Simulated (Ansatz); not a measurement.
rocksalt-structured YN

Method: PBE, scalar-relativistic; no spin polarisation; PAW, 420 eV, Γ-centred 12×12×12 mesh, 0.05 eV Gaussian smearing; code Ansatz. The datasets are Ansatz's generated set soft_2.

```
Y N
1.0
     0.00000    2.45341    2.45341
     2.45341    0.00000    2.45341
     2.45341    2.45341    0.00000
Y N
1 1
Cartesian
  2.4534 2.4534 2.4534
  0.0000 0.0000 0.0000
```

The start was a prototype's sites filled with these elements; the Crystallography Open Database holds the compound in this structure.

Cell and atoms are those of this level's equilibrium.

Elastic constants come from the stress of slightly strained cells with relaxed atoms, in GPa, Voigt order xx, yy, zz, yz, xz, xy in the Cartesian frame of the vectors above.

```
313  82  82   0   0   0
 82 313  82   0   0   0
 82  82 313   0   0   0
  0   0   0 124   0   0
  0   0   0   0 124   0
  0   0   0   0   0 124
```

Q: Is the crystal mechanically stable, and what are its polycrystalline moduli?

A: Stable against homogeneous strain: the smallest eigenvalue of the tensor is 124 GPa. Hill averages: K = 159 GPa, G = 121 GPa, E = 289 GPa, ν = 0.20.

For a cubic crystal three numbers say it all: C11 = 313.0, C12 = 82.0, C44 = 124.2 GPa. K = (C11 + 2C12)/3 = 159.0 GPa. The two shear moduli are C44 and C′ = (C11 − C12)/2 = 115.5 GPa, so Zener's ratio C44/C′ is 1.08: nearly isotropic. The Cauchy pressure C12 − C44 is -42 GPa; pair forces would make it zero if every atom sat on a centre of inversion, as here, and a negative value is usually read as directional bonding.

The equation of state, an independent route, gives B0 = 159 GPa, against 159 GPa here.

It ran for 10 s on 2 threads of Arm Neoverse V1 (shared host), peak memory 0.39 GiB.

